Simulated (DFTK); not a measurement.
**CdS (Hawleyite) in DFTK: convergence with k mesh**

The system is CdS (Hawleyite).

```
Cd S
1.0
     0.00000    2.91650    2.91650
     2.91650    0.00000    2.91650
     2.91650    2.91650    0.00000
Cd S
1 1
Direct
  0.00000 0.00000 0.00000
  0.75000 0.75000 0.75000
```

- Program: DFTK 0.8.2
- Task: convergence study
- Functional: r2SCAN
- Potentials or basis: cp2k.nc.sr.pbe.v0_1.largecore.gth (PBE, GTH)
- Cutoff: 1524 eV
- k mesh: 1 × 1 × 1
- Occupations: gaussian, width 0.02 eV
- Spin: no spin polarisation

These are the settings of the first run; the series varies k mesh, with any setting tied to it.

Hardware: 1 thread of Intel(R) Xeon(R) 6975P-C (Granite Rapids), with other jobs on the host.

Question: The values tried are 1 × 1 × 1, 2 × 2 × 2, 4 × 4 × 4, 5 × 5 × 5, 6 × 6 × 6, 7 × 7 × 7, 9 × 9 × 9, loosest first. From which on does the energy stay within 1 meV/atom of the tightest run that finished?

Answer: From 7 × 7 × 7 on.

```
   k mesh  energy less the tightest run, at zero smearing (meV/atom)  gap on the mesh (eV)  SCF cycles
1 × 1 × 1                                                    5528.62                 0.374          16
2 × 2 × 2                                                     481.71                 1.091          11
4 × 4 × 4                                                      16.72                 1.240          11
5 × 5 × 5                                                       4.15                 1.247          11
6 × 6 × 6                                                       1.17                 1.250          11
7 × 7 × 7                                                       0.35                 1.250          11
9 × 9 × 9                                                       0.00                 1.251          11
```

Against the tightest run, the gap on the mesh stays within 0.01 eV from 5 × 5 × 5 on. Meshes of other sizes hit other points, so gaps and Fermi surfaces needn't settle smoothly. The tightest run that finished is the yardstick and may itself not be fully converged.

Caveat, for the tightest run too: the cutoff is short for these potentials, so energies and forces aren't converged, fitted volumes are rough and the log's stress (off by 3 to 10 GPa or more in trials) isn't used.
